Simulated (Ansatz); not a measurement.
## LiF: deformation potentials from a series

```xyz
2
Lattice="0.0000 2.0140 2.0140 2.0140 0.0000 2.0140 2.0140 2.0140 0.0000" Properties=species:S:1:pos:R:3 pbc="T T T"
Li    0.0000    0.0000    0.0000
F     2.0140    2.0140    2.0140
```

Atoms are numbered in the order listed.

The cell is COD entry 1010990, as deposited and not checked against the literature; nothing was relaxed.

These are results of DFT, PBE, all-electron LAPW, scalar-relativistic (Ansatz 0.2.0), not measurements.

Settings: a Γ-centred 10×10×10 k mesh, Fermi–Dirac smearing of 0.03 eV, basis error target 1 meV/atom, no spin polarisation.

The strain is applied along the Cartesian axes of the cell as listed (the other components stay zero). Fractional coordinates are held (clamped ions).

Only quantities that a quadratic follows smoothly over the whole series are listed; rougher ones are left out.

```
    εzz  direct gap at Γ, from the mean of the top three filled levels (eV)  singlet less doublet of the top filled triplet at Γ (eV)
-0.0300                                                               9.340                                                    -0.080
-0.0200                                                               9.248                                                    -0.051
-0.0100                                                               9.157                                                    -0.025
 0.0000                                                               9.067                                                     0.000
 0.0100                                                               8.979                                                     0.023
 0.0300                                                               8.809                                                     0.062
```

Question: Fit the series and give the slopes at zero strain.

Answer: Least-squares fits y = p0 + p1 x + p2 x² to the rows give direct gap at Γ, from the mean of the top three filled levels (eV): p1 = -8.86, p2 = 8.2; singlet less doublet of the top filled triplet at Γ (eV): p1 = 2.37, p2 = -10. Without spin–orbit coupling the singlet lies 3b(εzz − εxx) above the doublet in the usual convention, so the shear deformation potential is b = 0.79 eV.

Question: One run, at εzz = 0.0200, is withheld. Predict its row.

Answer: The fits give 8.893, 0.043; the run gave 8.893, 0.043.
